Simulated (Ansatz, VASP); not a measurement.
One calculation of Ge, two programs

INCAR

```
SYSTEM = Ge
PREC = Accurate
ENCUT = 520
EDIFF = 1E-7
ISMEAR = -1
SIGMA = 0.1
LREAL = .False.
LASPH = .True.
NELM = 80
ALGO = Normal
ISIF = 2
LWAVE = .False.
LCHARG = .True.
GGA = PS
LELF = .True.
LVHAR = .True.
NBANDS = 13
```

Contents of KPOINTS:

```
regular mesh
0
Gamma
  13 13 13
  0 0 0
```

POSCAR

```
Ge
1.0
    2.6325804310      0.0000000000      0.0000000000
    0.0000000000      2.6325804310      0.0000000000
    0.0000000000      0.0000000000      2.6325804310
Ge
1
Direct
    0.0000000000      0.0000000000      0.0000000000
```

Input for Ansatz:

```yaml
crystal:
  lattice:
    - [2.632580431, 0.0, 0.0]
    - [0.0, 2.632580431, 0.0]
    - [0.0, 0.0, 2.632580431]
  atoms:
    - { symbol: Ge, position: [0.0, 0.0, 0.0] }
hamiltonian:
  xc: pbesol
  pseudopotentials:
    kind: paw
    azcp:
      Ge: "pseudopotentials/Ge.paw.azcp"
basis:
  ecutwfc: 420
  fft_grid_basis: typed
kpoints:
  mp_grid: { grid: [13, 13, 13], shift: [0, 0, 0] }
magnetization:
  spin_polarized: false
scf:
  occupations: { method: fermi_dirac, width: 0.1 }
  lower_state_search: "off"
output:
  stress: true
  write_density: true
  write_potential: true
  elf: true
  volumetric_format: npy
```

Alike in both runs: task single point; functional PBEsol; k mesh 13 × 13 × 13; occupations fermi-dirac, width 0.1 eV; no spin polarisation.

|  | VASP | Ansatz |
| --- | --- | --- |
| version | VASP 6.6.1 | Ansatz 0.2.0 |
| potentials or method | VASP PAW PBE potentials, release 64 (Ge_d) | plane waves (420 eV) with PAW, scalar-relativistic |
| plane-wave cutoff (eV) | 520 | 420 |
| valence electrons in the cell | 14 | 14 |

|  | VASP | Ansatz | Ansatz less VASP |
| --- | --- | --- | --- |
| pressure (GPa) | 3.5 | 3.5 | -0.02 |

The functional is the same, so the differences come from potentials, cutoffs and numerics. Ansatz warned: «pseudo_functional_mismatch».

Caveats: the PAW data sets were made with another functional, which shifts forces and pressure a little (VASP).
